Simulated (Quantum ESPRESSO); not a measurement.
# GaN under changes of volume

One of the cells (11.310 Å³/atom); the others are scaled copies at fixed shape and fractional positions:

```
Ga N
1.0
     3.18000    0.00000    0.00000
    -1.59000    2.75396    0.00000
     0.00000    0.00000    5.16600
Ga N
2 2
Direct
  0.66667 0.33333 0.50000
  0.33333 0.66667 0.00000
  0.66667 0.33333 0.87500
  0.33333 0.66667 0.37500
```

| Quantity | Value |
| --- | --- |
| Program | Quantum ESPRESSO 7.5 |
| Functional | r2SCAN |
| Potentials or basis | SG15 PBE 1.2 |
| Cutoff | 1197 eV |
| Density cutoff | 4789 eV |
| k mesh | 6 × 6 × 3 |
| Occupations | fermi-dirac, width 0.05 eV |
| Spin | no spin polarisation |

```tsv
volume (Å³/atom)	energy over the lowest point (meV/atom)	pressure (GPa)	gap on the mesh (eV)
10.632	26.23	13.5	2.56
10.858	10.81	8.4	2.41
11.084	2.30	3.7	2.26
11.310	0.00	-0.5	2.12
11.537	?	?	?
11.763	11.60	-7.6	1.84
11.989	24.43	-10.6	1.70
```

Problem. What does the run at 11.537 Å³/atom give?

Solution. Energy over the lowest point 3.29 meV/atom; pressure -4.2 GPa; gap on the mesh 1.98 eV.

Worked out: A Birch-Murnaghan fit of order 3 (a polynomial in V^(-2/3)) to the other rows has its minimum at 11.29 Å³/atom with B0 = V·E''(V) = 200 GPa and B' = 4.3 at fixed shape and positions, which overstates the stiffness. It gives 3.29 meV/atom at 11.537 Å³/atom, against the run's 3.29, and -dE/dV = -4.2 GPa, against -4.2. A straight line through the other rows of the gap, of slope -7.14 eV per unit of ln V (its deformation potential), gives 1.98 eV, against the run's 1.98.

Energies are extrapolated to zero smearing.

Caveats: the potentials were made for another functional, which shifts forces and pressure.

Spin-orbit coupling on Ga is left out.
